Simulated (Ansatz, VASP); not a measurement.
# One calculation of BN, two programs

```xyz
2
Lattice="0.0000 1.8130 1.8130 1.8130 0.0000 1.8130 1.8130 1.8130 0.0000" Properties=species:S:1:pos:R:3 pbc="T T T"
B     0.0000    0.0000    0.0000
N     2.6618    2.7772    2.7772
```

Change from the starting cell: all N atoms moved -0.100 Å, as atom 2 towards its neighbour atom 1 (B) at 1.570 Å.

Alike in both runs: task single point; functional PBE; k mesh 12 × 12 × 12; occupations gaussian, width 0.05 eV; no spin polarisation.

|  | VASP | Ansatz |
| --- | --- | --- |
| version | VASP 6.6.1 | Ansatz 0.2.0 |
| potentials or method | VASP PAW PBE potentials, release 64 (B, N) | scalar-relativistic, plane waves, PAW |
| plane-wave cutoff (eV) | 520 | 420 |
| valence electrons in the cell | 8 | 8 |

```tsv
	VASP	Ansatz	Ansatz less VASP
gap on the k mesh at the Fermi level (eV)	3.50	3.51	+0.012
least direct gap on the mesh (eV)	7.31	7.31	+0.005
pressure (GPa)	2.2	2.0	-0.23
largest component of the traceless stress (GPa)	0.89	1.02	+0.132
rms of the force components (eV/Å)	1.059	1.053	-0.0059
```

Atom by atom the forces differ by 0.006 eV/Å (rms over components).

Caveats: forces of over 1 eV/Å show positions far from the minimum, so gaps and moduli don't describe the material at rest. A k mesh can miss the band edges.
